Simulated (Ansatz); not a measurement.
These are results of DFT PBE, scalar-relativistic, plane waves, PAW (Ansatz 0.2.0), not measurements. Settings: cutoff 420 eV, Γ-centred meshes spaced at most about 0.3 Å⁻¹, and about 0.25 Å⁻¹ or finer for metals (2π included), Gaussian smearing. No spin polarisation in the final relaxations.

These are static total energies at zero pressure.

Compare these two cells of Ge3S, each relaxed at this level.

A.

```
CELL_PARAMETERS angstrom
4.79031 0.00000 0.00000
0.00000 4.79031 0.00000
0.00000 0.00000 3.26973
ATOMIC_POSITIONS crystal
Ge 0.50000 0.50000 0.00000
Ge 0.50000 0.00000 0.50000
Ge 0.00000 0.50000 0.50000
S 0.00000 0.00000 0.00000
```

B.

```
CELL_PARAMETERS angstrom
5.38600 0.00000 0.00000
0.00000 5.38600 0.00000
0.00000 0.00000 5.38600
ATOMIC_POSITIONS crystal
Ge 0.50000 0.25000 0.00000
Ge 0.50000 0.75000 0.00000
Ge 0.25000 0.00000 0.50000
Ge 0.75000 0.00000 0.50000
Ge 0.00000 0.50000 0.25000
Ge 0.00000 0.50000 0.75000
S 0.50000 0.50000 0.50000
S 0.00000 0.00000 0.00000
```

Question: Which is lower in energy, and by how much?

Answer: A is lower, by 142 meV/atom. A has Ge and S ordered on bcc sites, space group P4/mmm (No. 123), 18.8 Å³/atom and no gap on its mesh; B has space group Pm-3n (No. 223), 19.5 Å³/atom and no gap. Counting Ge atoms around S (those within 1.25 times the shortest such distance or 1.15 times the sum of covalent radii, 1.27 where that leaves under three; a plus sign parts nearer from farther groups; the shortest distance is added where it exceeds 1.18 times the sum of covalent radii), A has S 8+4 from 2.9 Å and B has S 12 from 3.0 Å. The denser one is the lower, and pressure would at first widen the difference. Even the lower one lies +0.27 eV/atom against the reference forms of the elements (uncorrected), so neither is stable at this level. In A, around Ge on a site of symmetry 4/mmm lie 8 Ge at 2.90 Å, 2 Ge at 3.27 Å and 4 S at 3.39 Å; Ge on a site of symmetry mmm is surrounded by 4 Ge at 2.90 Å, 4 S at 2.90 Å and 6 Ge at 3.27–3.39 Å; S is surrounded by 8 Ge at 2.90 Å, 2 S at 3.27 Å and 4 Ge at 3.39 Å. In B, Ge has 2 Ge at 2.69 Å, 4 S at 3.01 Å and 8 Ge at 3.30 Å; S has 12 Ge at 3.01 Å. Both come from invented guesses. A third cell relaxed alike, in P6_322, lies 8 meV/atom below the lower of the two.

Cells relaxed within their symmetry can be saddle points.

Both cells impose metal-like packing on elements that prefer few, directional bonds, which probably explains why even A lies +0.27 eV/atom above the elements. Germanium normally forms four covalent bonds, and sulfur usually completes its octet with far fewer neighbours than it has here. The shortest Ge–S distances, 2.90 Å in A and 3.01 Å in B, are much longer than ordinary Ge–S bonds, so many weak contacts replace a few strong ones. The absence of a gap fits this lack of saturated local bonding.

A's advantage over B probably comes from its closer Ge–S contacts and more even Ge network. B concentrates its short Ge–Ge contacts in chains at 2.69 Å, which evidently doesn't make up for the weaker contacts elsewhere. The energy difference therefore ranks two unfavourable packings and doesn't identify a ground state, as the P6_322 cell is lower still. Since GeS is a known compound that forms exothermically, a mixture of GeS and germanium is the more telling competitor at this composition.
